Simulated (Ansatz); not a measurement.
**Quadrupolar parameters in SiO₂**

The cell is an entry of the Crystallography Open Database (COD), ions relaxed with PBE at fixed cell.

```
Si O
1.0
     4.09700    0.00000    0.00000
     0.00000    5.04620    0.00000
     0.00000    0.00000    4.49460
Si O
4 8
Direct
  0.00000 0.15241 0.25000
  0.50000 0.34759 0.75000
  0.00000 0.84759 0.75000
  0.50000 0.65241 0.25000
  0.73158 0.61721 0.91997
  0.76842 0.88279 0.41997
  0.23158 0.88279 0.08003
  0.26842 0.61721 0.58003
  0.26842 0.38279 0.08003
  0.23158 0.11721 0.58003
  0.76842 0.11721 0.91997
  0.73158 0.38279 0.41997
```

Atoms are numbered from 1 in the order listed; like atoms form one site, named after its first atom.

Computed with Ansatz: DFT, PBE, plane waves and PAW, scalar-relativistic, 420 eV cutoff, Γ-centred 5×4×5 k-points, Fermi–Dirac smearing 0.02 eV.

C_Q = eQV_zz/h, which is 24.18 MHz for Q = 1 b and V_zz = 10²¹ V/m²; η = (V_xx − V_yy)/V_zz. Directions are in the Cartesian axes of the cell vectors above, for the atom listed; none is given where the gradient is under 0.02 or η is above 0.95.

| site | first atom | first shell | V_zz (10²¹ V/m²) | η | direction of V_zz (x, y, z) |
| --- | --- | --- | --- | --- | --- |
| Si | 1 | 6 O at 1.77–1.83 Å | -1.03 | 0.72 | 0.49 0.00 0.87 |
| O | 5 | 3 Si at 1.77–1.83 Å | -11.54 | 0.40 | 0.72 -0.55 0.42 |

At O V_zz stands upright on the plane through its three neighbours (within 3°).

At this cell the PBE pressure is 6 GPa, so with PBE the cell would grow if it were relaxed.

The relaxation (6 steps) took 30 s of wall time (31 s of CPU time) and 0.4 GiB at its peak, on 1 thread of Arm Neoverse V2 (aarch64; 8 cores open to the job, memory cap 2.5 GiB, no GPU), a shared host with a load of 0.7 a core.
